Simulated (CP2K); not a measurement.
Runs of CP2K 2026.2 on Ti. It takes space group P6_3/mmc (No. 194, hexagonal). Conventional cell: a = 2.950 Å, b = 2.950 Å, c = 4.680 Å, α = 90.00°, β = 90.00°, γ = 120.00°. Ti (site symmetry -6m2) is surrounded by 12 Ti at 2.89 to 2.95 Å. 

| task | level | potentials or basis | smearing | EPS_DEFAULT | NGRIDS | basis sets | potentials | CUTOFF of the grids | gap on the mesh (eV) | pressure (GPa) |
| --- | --- | --- | --- | --- | --- | --- | --- | --- | --- | --- |
| single point | PBE | POTENTIAL_UZH Ti GTH-PBE-q12; TZVP-MOLOPT-PBE-GTH basis | fermi-dirac 0.05 eV | 1.0E-10 | 5 | Ti TZVP-MOLOPT-PBE-GTH-q12 | Ti GTH-PBE-q12 of POTENTIAL_UZH | 450 Ry | none | -1.3 |
| band structure | r2SCAN | POTENTIAL_UZH Ti GTH-SCAN-q12; TZVP-MOLOPT-SCAN-GTH basis | fermi-dirac 0.0259 eV | 1.0E-9 | 4 | Ti TZVP-MOLOPT-SCAN-GTH-q12 | Ti GTH-SCAN-q12 of POTENTIAL_UZH | 675 Ry | none | (a) |
| band structure | LDA | GTH_POTENTIALS Ti GTH-PADE-q12; TZVP-MOLOPT-PBE-GTH basis | fermi-dirac 0.0259 eV | 1.0E-9 | 5 | Ti TZVP-MOLOPT-PBE-GTH-q12 | Ti GTH-PADE-q12 of GTH_POTENTIALS | 450 Ry | none | -9.5 |
| band structure | PBE | POTENTIAL_UZH Ti GTH-PBE-q12; TZVP-MOLOPT-PBE-GTH basis | fermi-dirac 0.05 eV | 1.0E-9 | 4 | Ti TZVP-MOLOPT-PBE-GTH-q12 | Ti GTH-PBE-q12 of POTENTIAL_UZH | 450 Ry | none | -1.3 |
| band structure | PBEsol | POTENTIAL_UZH Ti GTH-PBE-q12; TZVP-MOLOPT-PBE-GTH basis | fermi-dirac 0.1 eV | 1.0E-9 | 5 | Ti TZVP-MOLOPT-PBE-GTH-q12 | Ti GTH-PBE-q12 of POTENTIAL_UZH | 450 Ry | none | -5.4 |
| band structure | LDA | GTH_POTENTIALS Ti GTH-PADE-q12; TZVP-MOLOPT-PBE-GTH basis | fermi-dirac 0.05 eV | 1.0E-10 | 5 | Ti TZVP-MOLOPT-PBE-GTH-q12 | Ti GTH-PADE-q12 of GTH_POTENTIALS | 450 Ry | none | -9.5 |
| band structure | PBEsol | POTENTIAL_UZH Ti GTH-PBE-q12; TZVP-MOLOPT-PBE-GTH basis | fermi-dirac 0.05 eV | 1.0E-9 | 4 | Ti TZVP-MOLOPT-PBE-GTH-q12 | Ti GTH-PBE-q12 of POTENTIAL_UZH | 450 Ry | none | -5.5 |

Alike in all rows: no spin polarisation; cell as given; k mesh 10 × 10 × 6.

Problem. Estimate the missing entries.

Solution. (a) -1.6.

Caveats: the basis of atomic orbitals isn't converged, which shifts pressures, moduli and gaps; the potentials were made for another functional, which shifts forces and pressure (some runs).

A k mesh can miss the band edges.

A gap of «none» marks a metal or a gap under the smearing width.

Not every run made on this cell is shown here.
